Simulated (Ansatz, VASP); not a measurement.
**MgS in VASP and in Ansatz**

INCAR

```
SYSTEM = MgS
PREC     = Accurate       ! precision mode
ENCUT    = 520            ! plane-wave cutoff, eV
EDIFF    = 1E-7           ! SCF threshold, eV
ISMEAR   = 0              ! smearing method
SIGMA    = 0.1            ! smearing width, eV
LREAL    = .False.        ! projectors in reciprocal space
LASPH    = .True.         ! aspherical terms in the spheres
NELM     = 100            ! most SCF steps
ALGO     = Normal         ! electronic algorithm
ISIF     = 2              ! what is computed and relaxed
LWAVE    = .False.        ! write WAVECAR
LCHARG   = .True.         ! write CHGCAR
GGA      = PE             ! functional
LELF     = .True.         ! ELF
LVHAR    = .True.       
NBANDS   = 11             ! bands
```

The input KPOINTS:

```
Automatic mesh
0
Gamma
  8 8 8
  0 0 0
```

Contents of POSCAR:

```
MgS
1.0
    0.0000000000      2.8331200468      2.8331200468
    2.8331200468      0.0000000000      2.8331200468
    2.8331200468      2.8331200468      0.0000000000
Mg S
1 1
Direct
    0.0000000000      0.0000000000      0.0000000000
    0.7500000000      0.7500000000      0.7500000000
```

Input for Ansatz:

```yaml
crystal:
  lattice:
    - [0.0, 2.8331200468, 2.8331200468]
    - [2.8331200468, 0.0, 2.8331200468]
    - [2.8331200468, 2.8331200468, 0.0]
  atoms:
    - { symbol: Mg, position: [0.0, 0.0, 0.0] }
    - { symbol: S, position: [0.75, 0.75, 0.75] }
basis:
  ecutwfc: 420
kpoints:
  mp_grid: { grid: [8, 8, 8] }
hamiltonian:
  xc: pbe
scf:
  occupations: { method: gaussian, width: 0.1 }
output:
  forces: true
  stress: true
  eigenvalues: true
```

The cell comes from a database or a generator and needn't be the stable form of this composition.

Alike in both runs: task single point; functional PBE; k mesh 8 × 8 × 8; occupations gaussian, width 0.1 eV; no spin polarisation.

|  | VASP | Ansatz |
| --- | --- | --- |
| version | VASP 6.6.1 | Ansatz 0.2.0 |
| potentials or method | VASP PAW PBE potentials, release 64 (Mg, S) | scalar-relativistic, plane waves, PAW |
| plane-wave cutoff (eV) | 520 | 420 |
| valence electrons in the cell | 8 | 16 |

VASP gave:

- gap on the k mesh at the Fermi level (eV): 3.45
- least direct gap on the mesh (eV): 3.45
- pressure (GPa): 0.8

Q: Estimate Ansatz's values.

A: gap on the k mesh at the Fermi level (eV): 3.45; least direct gap on the mesh (eV): 3.45; pressure (GPa): 0.9.

With one functional, cell and mesh, what is left measures potentials, basis and numerics. The two sets of potentials don't hold the same shells in valence.

A k mesh can miss the band edges.
